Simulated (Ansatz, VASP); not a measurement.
This is a calculation of ZnH for Ansatz 0.2.0.

Contents of input.yaml:

```yaml
crystal:
  lattice:
    - [0.0, 2.21594, 2.21594]
    - [2.21594, 0.0, 2.21594]
    - [2.21594, 2.21594, 0.0]
  atoms:
    - { symbol: Zn, position: [0.0, 0.0, 0.0] }
    - { symbol: H, position: [0.25, 0.25, 0.25] }
hamiltonian:
  xc: pbesol
  pseudopotentials: { kind: paw }
kpoints:
  mp_grid: { grid: [10, 10, 10] }
  band_path:
    path:
      - [[0.0, 0.0, 0.0], [0.5, 0.0, 0.5], [0.5, 0.25, 0.75], [0.375, 0.375, 0.75], [0.0, 0.0, 0.0], [0.5, 0.5, 0.5], [0.625, 0.25, 0.625], [0.5, 0.25, 0.75], [0.5, 0.5, 0.5], [0.375, 0.375, 0.75]]
      - [[0.625, 0.25, 0.625], [0.5, 0.0, 0.5]]
    npoints: 14
scf:
  occupations: { method: fermi_dirac, width: 0.05 }
  n_extra_bands: 6
output:
  forces: true
  stress: true
  eigenvalues: true
  fatbands: false
```

Potentials or basis: Ansatz PAW.

Launch:

```sh
$ ansatz run input.yaml --threads 2 --pin off --max-ram 5632MiB --backend cpu --events-out ev --progress --plain --runs-dir out
```

Problem. Translate it to VASP 6.6.1. Potentials there: VASP PAW PBE potentials, release 64 (Zn, H).

Solution. As run (the cutoff follows the program's own potentials):

The input INCAR:

```
SYSTEM = ZnH
  PREC = Accurate
  ENCUT = 520
  EDIFF = 1E-6
  ISMEAR = -1
  SIGMA = 0.05
  LREAL = .FALSE.
  LASPH = .TRUE.
  NELM = 100
  ALGO = Normal
  ISIF = 2
  LWAVE = .FALSE.
  LCHARG = .FALSE.
  GGA = PS
  NBANDS = 14
```

File KPOINTS:

```
regular mesh
0
G
  10 10 10
  0 0 0
```

Contents of POSCAR:

```
ZnH
1.0
    0.0000000000      2.2159400000      2.2159400000
    2.2159400000      0.0000000000      2.2159400000
    2.2159400000      2.2159400000      0.0000000000
Zn H
1 1
Direct
    0.0000000000      0.0000000000      0.0000000000
    0.2500000000      0.2500000000      0.2500000000
```

File KPOINTS_OPT:

```
path GXWKGLUWLK,UX
20
line-mode
reciprocal
 0.0000000000  0.0000000000  0.0000000000  G
 0.5000000000  0.0000000000  0.5000000000  X

 0.5000000000  0.0000000000  0.5000000000  X
 0.5000000000  0.2500000000  0.7500000000  W

 0.5000000000  0.2500000000  0.7500000000  W
 0.3750000000  0.3750000000  0.7500000000  K

 0.3750000000  0.3750000000  0.7500000000  K
 0.0000000000  0.0000000000  0.0000000000  G

 0.0000000000  0.0000000000  0.0000000000  G
 0.5000000000  0.5000000000  0.5000000000  L

 0.5000000000  0.5000000000  0.5000000000  L
 0.6250000000  0.2500000000  0.6250000000  U

 0.6250000000  0.2500000000  0.6250000000  U
 0.5000000000  0.2500000000  0.7500000000  W

 0.5000000000  0.2500000000  0.7500000000  W
 0.5000000000  0.5000000000  0.5000000000  L

 0.5000000000  0.5000000000  0.5000000000  L
 0.3750000000  0.3750000000  0.7500000000  K

 0.6250000000  0.2500000000  0.6250000000  U
 0.5000000000  0.0000000000  0.5000000000  X
```

Potentials or basis: VASP PAW PBE potentials, release 64 (Zn, H).

The run is started by

```console
$ cat potpaw_PBE.64/Zn/POTCAR potpaw_PBE.64/H/POTCAR > POTCAR
$ mpirun -np 1 vasp_std > vasp.out
```

Both were run:

|  | VASP | Ansatz | Ansatz less VASP |
| --- | --- | --- | --- |
| gap on the k mesh at the Fermi level (eV) | none | none | - |
| pressure (GPa) | -3.1 | -3.3 | -0.19 |

A gap of «none» marks a metal or a gap that the smearing closes.

Caveats: the PAW data sets were made with another functional, which shifts forces and pressure a little (VASP); the PAW data sets come from PBE, with cores solved anew for the run's functional, which leaves a small shift of forces and pressure (Ansatz).
